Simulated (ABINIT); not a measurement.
# AlNi3 (Fm-3m) in ABINIT: single point with LDA

Aim: the single point of AlNi3 with LDA.

Program: ABINIT 10.8.3 (patched build). These are calculated values, not measurements. Logs are shortened: lines on timing, memory, paths and dates and some standing lists are left out, and cuts for length are marked. The log counts tension as positive stress, the text compression.

### 1 Starting point

It takes space group Fm-3m (No. 225, cubic). The conventional cell has a = 5.604 Å, b = 5.604 Å, c = 5.604 Å, α = 90.00°, β = 90.00°, γ = 90.00°. Ni (site symmetry -43m) is surrounded by 4 Al at 2.43 Å and 4 Ni at 2.43 Å. Ni (site symmetry m-3m) has 8 Ni at 2.43 Å as nearest neighbours. Around Al (site symmetry m-3m) lie 8 Ni at 2.43 Å.

The cell comes from a database or a generator and needn't be the stable form of this composition.

### 2 Single point, LDA, collinear spin, ferromagnetic start

run.abi reads:

```
pp_dirpath "./"
pseudos "Ni.upf, Al.upf"

acell 3*1.0
rprim
     0.0000000000     5.2948023788     5.2948023788
     5.2948023788     0.0000000000     5.2948023788
     5.2948023788     5.2948023788     0.0000000000
ntypat 2
znucl 28 13
natom 4
typat 1 1 1 2
xred
     0.7500000000     0.7500000000     0.7500000000
     0.0000000000     0.0000000000     0.0000000000
     0.2500000000     0.2500000000     0.2500000000
     0.5000000000     0.5000000000     0.5000000000

ecut 46.0

kptopt 1
ngkpt 6 6 6
nshiftk 1
shiftk 0.0 0.0 0.0

ixc 7

nband 35
occopt 3
tsmear 0.00183747

nsppol 2
spinat
     0.0000000000     0.0000000000     1.0000000000
     0.0000000000     0.0000000000     1.0000000000
     0.0000000000     0.0000000000     1.0000000000
     0.0000000000     0.0000000000     0.0000000000

nstep 100
tolvrs 1.0e-10

iomode 3
prtwf 0
prteig 0
prtebands 0
enunit 2
prtvol 2
prtden 1
prtvha 1
prtvclmb 1
prtpot 1
```

Potentials or basis: PseudoDojo NC SR LDA v0.4.1 standard.

The run is started by

```console
$ mpirun --bind-to none -np 4 abinit run.abi > log 2>&1
```

run.abo:

```text
.Version 10.8.3 of ABINIT
 Symmetries : space group Fm -3 m (#225); Bravais cF (face-center cubic)
================================================================================
 Values of the parameters that define the memory need of the present run
     intxc =       0    ionmov =       0      iscf =       7    lmnmax =       6
     lnmax =       6     mgfft =      48  mpssoang =       3    mqgrid =    3001
     natom =       4  nloc_mem =       1    nspden =       2   nspinor =       1
    nsppol =       2      nsym =      48    n1xccc =    2501    ntypat =       2
    occopt =       3   xclevel =       1
       mpw =        4452          nfft =      110592          nkpt =          16
================================================================================
================================================================================

--------------------------------------------------------------------------------
------------- Echo of variables that govern the present computation ------------
--------------------------------------------------------------------------------
 -outvars: echo values of preprocessed input variables --------
            acell      1.0000000000E+00  1.0000000000E+00  1.0000000000E+00 Bohr
              amu      5.86900000E+01  2.69815390E+01
             ecut      4.60000000E+01 Hartree
           enunit           2
              ixc           7
         kptrlatt        6    0    0      0    6    0      0    0    6
          kptrlen      4.49278880E+01
            natom           4
            nband          35
            ngfft          48      48      48
             nkpt          16
           nspden           2
           nsppol           2
            nstep         100
             nsym          48
           ntypat           2
           occopt           3
        prtebands           0
           prteig           0
           prtpot           1
         prtvclmb           1
           prtvha           1
           prtvol           2
            prtwf           0
            rprim      0.0000000000E+00  5.2948023788E+00  5.2948023788E+00
                       5.2948023788E+00  0.0000000000E+00  5.2948023788E+00
                       5.2948023788E+00  5.2948023788E+00  0.0000000000E+00
          spgroup         225
           spinat      0.0000000000E+00  0.0000000000E+00  1.0000000000E+00
                       0.0000000000E+00  0.0000000000E+00  1.0000000000E+00
                       0.0000000000E+00  0.0000000000E+00  1.0000000000E+00
                       0.0000000000E+00  0.0000000000E+00  0.0000000000E+00
           tolvrs      1.00000000E-10
           tsmear      1.83747000E-03 Hartree
            typat      1  1  1  2
           xangst      4.2028331298E+00  4.2028331298E+00  4.2028331298E+00
                       0.0000000000E+00  0.0000000000E+00  0.0000000000E+00
                       1.4009443766E+00  1.4009443766E+00  1.4009443766E+00
                       2.8018887532E+00  2.8018887532E+00  2.8018887532E+00
            xcart      7.9422035682E+00  7.9422035682E+00  7.9422035682E+00
                       0.0000000000E+00  0.0000000000E+00  0.0000000000E+00
                       2.6474011894E+00  2.6474011894E+00  2.6474011894E+00
                       5.2948023788E+00  5.2948023788E+00  5.2948023788E+00
             xred      7.5000000000E-01  7.5000000000E-01  7.5000000000E-01
                       0.0000000000E+00  0.0000000000E+00  0.0000000000E+00
                       2.5000000000E-01  2.5000000000E-01  2.5000000000E-01
                       5.0000000000E-01  5.0000000000E-01  5.0000000000E-01
            znucl       28.00000   13.00000

================================================================================

 chkinp: Checking input parameters for consistency.

================================================================================
== DATASET  1 ==================================================================
[... 822 lines left out ...]
  17.21621   18.07688   21.13629
 kpt#  15, nband= 35, wtk=  0.11111, kpt= -0.3333  0.3333  0.1667 (reduced coord)
 -91.33501  -91.33487  -91.10336  -52.19280  -52.17626  -52.16956  -52.16405  -52.14223
 -52.14093  -51.90951  -51.90746  -51.89966    4.47674    5.29977    6.43985    7.21299
   7.84683    8.27182    8.32715    8.58668    8.89379    9.01686    9.05334    9.41578
  10.18223   10.19365   10.39839   10.41791   10.69096   11.60351   11.68396   17.12924
  17.63354   19.95070   20.06730
 kpt#  16, nband= 35, wtk=  0.05556, kpt= -0.3333  0.5000  0.1667 (reduced coord)
 -91.33543  -91.33430  -91.10350  -52.19700  -52.18275  -52.17378  -52.15492  -52.13913
 -52.13780  -51.91547  -51.90338  -51.89830    4.81857    5.50215    6.43291    6.65868
   8.23428    8.28055    8.37241    8.68017    8.68206    8.96366    9.44937    9.54547
  10.14182   10.17740   10.38447   10.46585   10.72155   10.80096   10.88352   16.79229
  17.01833   20.45214   20.45895
 Eigenvalues (   eV  ) for nkpt=  16  k points, SPIN DOWN:
 kpt#   1, nband= 35, wtk=  0.00463, kpt=  0.0000  0.0000  0.0000 (reduced coord)
 -91.34053  -91.33154  -91.10119  -52.16908  -52.16908  -52.16908  -52.15732  -52.15732
 -52.15732  -51.90715  -51.90715  -51.90715    0.70314    7.28338    7.28338    7.40132
   7.40132    7.40132    8.48109    8.48109    8.48109    9.98073    9.98073    9.98073
  10.32885   10.32885   10.39114   10.39114   16.37139   16.37139   16.37139   16.81744
  16.81744   16.81744   17.89225
 kpt#   2, nband= 35, wtk=  0.03704, kpt=  0.1667  0.0000  0.0000 (reduced coord)
 -91.33966  -91.33197  -91.10160  -52.17484  -52.17078  -52.17078  -52.15668  -52.15668
 -52.15020  -51.90880  -51.90601  -51.90601    1.11422    7.17007    7.21275    7.21275
   7.68439    7.68439    8.37710    8.44387    8.44387    9.66997    9.76141    9.76141
  10.34696   10.34696   10.40455   10.40455   13.63127   15.63652   15.63652   16.88237
  17.32705   17.32705   18.85897
 kpt#   3, nband= 35, wtk=  0.03704, kpt=  0.3333  0.0000  0.0000 (reduced coord)
 -91.33753  -91.33322  -91.10247  -52.17395  -52.17380  -52.17380  -52.15600  -52.15600
 -52.14940  -51.91106  -51.90379  -51.90379    2.29772    6.10876    7.29319    7.29319
   8.05355    8.05355    8.05697    8.42453    8.42453    9.35187    9.35187    9.36859
  10.28343   10.28343   10.43060   10.43060   11.44306   15.22838   15.22838   16.34901
[... 64 lines left out ...]
   7.76308    8.24518    8.27501    8.39858    8.95112    9.03413    9.13892    9.53470
  10.04741   10.29844   10.35778   10.48539   11.38111   11.56778   12.47782   17.11221
  17.21621   18.07688   21.13629
 kpt#  15, nband= 35, wtk=  0.11111, kpt= -0.3333  0.3333  0.1667 (reduced coord)
 -91.33501  -91.33487  -91.10335  -52.19280  -52.17626  -52.16956  -52.16405  -52.14223
 -52.14093  -51.90951  -51.90746  -51.89965    4.47674    5.29977    6.43986    7.21299
   7.84683    8.27182    8.32715    8.58668    8.89379    9.01686    9.05334    9.41578
  10.18223   10.19365   10.39839   10.41791   10.69096   11.60351   11.68397   17.12924
  17.63354   19.95070   20.06730
 kpt#  16, nband= 35, wtk=  0.05556, kpt= -0.3333  0.5000  0.1667 (reduced coord)
 -91.33543  -91.33430  -91.10350  -52.19700  -52.18275  -52.17378  -52.15492  -52.13913
 -52.13780  -51.91547  -51.90338  -51.89830    4.81857    5.50215    6.43291    6.65868
   8.23428    8.28055    8.37242    8.68017    8.68206    8.96366    9.44937    9.54547
  10.14182   10.17740   10.38447   10.46585   10.72155   10.80096   10.88352   16.79229
  17.01833   20.45214   20.45895
 Total charge density [el/Bohr^3]
)     Maximum=    4.1299E+00  at reduced coord.    0.0625    0.9375    0.9583
)Next maximum=    4.1299E+00  at reduced coord.    0.0417    0.9375    0.9583
)     Minimum=    1.3350E-03  at reduced coord.    0.5000    0.5000    0.5000
)Next minimum=    2.0518E-03  at reduced coord.    0.5000    0.5000    0.4792
   Integrated=    5.7000E+01
 Spin up density      [el/Bohr^3]
)     Maximum=    2.0650E+00  at reduced coord.    0.0625    0.9375    0.9583
)Next maximum=    2.0650E+00  at reduced coord.    0.0417    0.9375    0.9583
)     Minimum=    6.6752E-04  at reduced coord.    0.5000    0.5000    0.5000
)Next minimum=    1.0259E-03  at reduced coord.    0.5000    0.5000    0.4792
   Integrated=    2.8500E+01
 Spin down density    [el/Bohr^3]
)     Maximum=    2.0650E+00  at reduced coord.    0.0625    0.9375    0.9583
)Next maximum=    2.0650E+00  at reduced coord.    0.0417    0.9375    0.9583
)     Minimum=    6.6752E-04  at reduced coord.    0.5000    0.5000    0.5000
)Next minimum=    1.0259E-03  at reduced coord.    0.5000    0.5000    0.4792
   Integrated=    2.8500E+01
 Magnetization (spin up - spin down) [el/Bohr^3]
)     Maximum=    1.7110E-07  at reduced coord.    0.9583    0.9583    0.9792
)Next maximum=    1.7110E-07  at reduced coord.    0.1042    0.9583    0.9792
)     Minimum=    0.0000E+00  at reduced coord.    0.0000    0.0000    0.0000
)Next minimum=    0.0000E+00  at reduced coord.    0.0208    0.0000    0.0000
   Integrated=    8.5197E-07
 Relative magnetization (=zeta, between -1 and 1)
)     Maximum=    6.4587E-08  at reduced coord.    0.9375    0.9375    0.9583
)Next maximum=    6.4587E-08  at reduced coord.    0.1667    0.9375    0.9583
)     Minimum=   -2.8040E-08  at reduced coord.    0.7083    0.2917    0.2917
)Next minimum=   -2.8040E-08  at reduced coord.    0.2917    0.7083    0.2917

--- !EnergyTerms
iteration_state     : {dtset: 1, }
comment             : Components of total free energy in Hartree
kinetic             :  2.37654972990901E+02
hartree             :  1.66688821515614E+02
xc                  : -6.47481813604876E+01
Ewald energy        : -3.08515524984219E+02
psp_core            :  1.14439773761930E+01
local_psp           : -4.68067009196368E+02
non_local_psp       : -7.98805876340950E+01
internal            : -5.05423531292462E+02
'-kT*entropy'       : -9.39312118432636E-04
total_energy        : -5.05424470604580E+02
total_energy_eV     : -1.37533004877917E+04
band_energy         : -4.43258134335223E+01
...

 Cartesian components of stress tensor (hartree/bohr^3)
  sigma(1 1)=  2.82613110E-04  sigma(3 2)=  0.00000000E+00
  sigma(2 2)=  2.82613110E-04  sigma(3 1)=  0.00000000E+00
  sigma(3 3)=  2.82613110E-04  sigma(2 1)=  0.00000000E+00

-Cartesian components of stress tensor (GPa)         [Pressure= -8.3148E+00 GPa]
- sigma(1 1)=  8.31476477E+00  sigma(3 2)=  0.00000000E+00
- sigma(2 2)=  8.31476477E+00  sigma(3 1)=  0.00000000E+00
- sigma(3 3)=  8.31476477E+00  sigma(2 1)=  0.00000000E+00

== END DATASET(S) ==============================================================
================================================================================

 -outvars: echo values of variables after computation  --------
            acell      1.0000000000E+00  1.0000000000E+00  1.0000000000E+00 Bohr
           etotal     -5.0542447060E+02
            fcart      1.3905527072E-30  9.9325193373E-31 -1.1422397238E-30
                       5.9595116024E-31 -5.9595116024E-31 -1.4898779006E-31
                      -2.5824550277E-30  1.9865038675E-31  1.4402153039E-30
                       5.9595116024E-31 -5.9595116024E-31 -1.4898779006E-31
            rprim      0.0000000000E+00  5.2948023788E+00  5.2948023788E+00
                       5.2948023788E+00  0.0000000000E+00  5.2948023788E+00
                       5.2948023788E+00  5.2948023788E+00  0.0000000000E+00
           strten      2.8261311029E-04  2.8261311029E-04  2.8261311029E-04
                       0.0000000000E+00  0.0000000000E+00  0.0000000000E+00
           xangst      4.2028331298E+00  4.2028331298E+00  4.2028331298E+00
                       0.0000000000E+00  0.0000000000E+00  0.0000000000E+00
                       1.4009443766E+00  1.4009443766E+00  1.4009443766E+00
                       2.8018887532E+00  2.8018887532E+00  2.8018887532E+00
             xred      7.5000000000E-01  7.5000000000E-01  7.5000000000E-01
                       0.0000000000E+00  0.0000000000E+00  0.0000000000E+00
                       2.5000000000E-01  2.5000000000E-01  2.5000000000E-01
                       5.0000000000E-01  5.0000000000E-01  5.0000000000E-01
 Calculation completed.
```

Run time: 99 s. Hardware: 4 MPI ranks of Arm Neoverse V2, shared host; peak memory 0.44 GiB.

Results:

```
Free energy                                           : -13753.3005 eV
Pressure                                              : -8.3 GPa
Band gap on the k mesh                                : none (metal or under the smearing width)
Net moment                                            : 0.00 μB per cell
Valence electrons inside the program's atomic spheres : Ni 16.46, 16.43; Al 1.01
```

Caveat: small starting moments can end in a higher magnetic state in this program.
